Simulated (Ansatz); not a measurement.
Runs of Ansatz 0.2.0 on Fe. Symmetry: Fmmm, No. 69, orthorhombic system. Conventional cell: a = 2.997 Å, b = 3.883 Å, c = 3.930 Å, α = 90.00°, β = 90.00°, γ = 90.00°. Around Fe (site symmetry mmm) lie 12 Fe at 2.45 to 2.76 Å. 

| task | level | cell | smearing | points for each segment of the path | gap on the mesh (eV) | pressure (GPa) | moment (μB) | relaxed volume (Å³/atom) |
| --- | --- | --- | --- | --- | --- | --- | --- | --- |
| relaxation of cell and atoms | revPBE+D4 | relaxed | fermi-dirac 0.05 eV | - | none | 0.0 | 2.10 | 11.08 |
| single point | PBE | as given | gaussian 0.011 eV | - | none | (a) | 2.17 | - |
| relaxation of cell and atoms | revPBE+D3(BJ) | relaxed | fermi-dirac 0.05 eV | - | none | 0.0 | 2.09 | 10.98 |
| band structure | PBE | as given | fermi-dirac 0.05 eV | 14 | none | -1.1 | 2.17 | - |
| band structure | LDA | as given | fermi-dirac 0.05 eV | 14 | none | -18.7 | 2.14 | - |
| relaxation of cell and atoms | PBE | relaxed | fermi-dirac 0.05 eV | - | none | 0.0 | (b) | 11.31 |
| relaxation of cell and atoms | BLYP+D3(BJ) | relaxed | fermi-dirac 0.05 eV | - | none | 0.0 | 2.08 | 11.09 |

Alike in all rows: potentials or basis Ansatz PAW; spin collinear, ferromagnetic start; k mesh 13 × 13 × 13; cutoff (eV) 420.

Fill in the values left out.

(a) -1.3; (b) 2.12.

Caveats: the plane-wave basis is chosen anew once the cell has moved, so the energies of steps on either side of that aren't comparable (some runs); the PAW data sets come from PBE, with cores solved anew for the run's functional, which leaves a small shift of forces and pressure (some runs); pairwise dispersion overbinds metals, which lowers pressure and volume (some runs); so large a pressure means that the cell lies far from this level's equilibrium, or that cutoff or potentials fall short (some runs).

A gap of «none» marks a metal or a gap under the smearing width.
